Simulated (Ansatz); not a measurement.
This Ansatz 0.2.0 run on PtS2 needs a look.

The input input.yaml:

```yaml
crystal:
  lattice:
    - [3.5432, 0.0, 0.0]
    - [-1.7716, 3.0685012107, 0.0]
    - [0.0, 0.0, 5.0388]
  atoms:
    - { symbol: Pt, position: [0.0, 0.0, 0.0] }
    - { symbol: S, position: [0.6666666667, 0.3333333333, 0.773] }
    - { symbol: S, position: [0.3333333333, 0.6666666667, 0.227] }
hamiltonian:
  xc: pbe
  pseudopotentials: { kind: paw }
kpoints:
  mp_grid: { grid: [9, 9, 5] }
  band_path:
    path:
      - [[0.0, 0.0, 0.0], [0.5, 0.0, 0.0], [0.3333333333, 0.3333333333, 0.0], [0.0, 0.0, 0.0], [0.0, 0.0, 0.5], [0.5, 0.0, 0.5], [0.3333333333, 0.3333333333, 0.5], [0.0, 0.0, 0.5]]
      - [[0.5, 0.0, 0.5], [0.5, 0.0, 0.0]]
      - [[0.3333333333, 0.3333333333, 0.0], [0.3333333333, 0.3333333333, 0.5]]
    npoints: 14
scf:
  occupations: { method: fermi_dirac, width: 0.05 }
  n_extra_bands: 7
  max_iter: 50
output:
  forces: true
  stress: true
  eigenvalues: true
  fatbands: false
basis:
  ecutwfc: "20 eV"
```

Potentials or basis: Ansatz PAW.

Run with:

```sh
$ ansatz run input.yaml --threads 2 --pin off --max-ram 5632MiB --backend cpu --events-out ev --progress --plain --runs-dir out
```

Output:

```text
Error: inconsistent input (scf.n_extra_bands, basis.ecutwfc, kpoints): n_bands = 22 exceeds the smallest per-k basis n_pw = 9 (k-point 0, counted from 0 among those solved) — raise basis.ecutwfc
```

Problem. What happened, and what is wrong with the input?

Solution. The program refused the input. The input holds a flaw that was put in on purpose: a cutoff far too low (basis.ecutwfc = 20 eV).

A sound run on the same cell differs in these lines of the main input:
```diff
@@ -24 +23,0 @@
-  max_iter: 50
@@ -29,3 +28 @@
-  fatbands: false
-basis:
-  ecutwfc: "20 eV"
+  fatbands: true
```
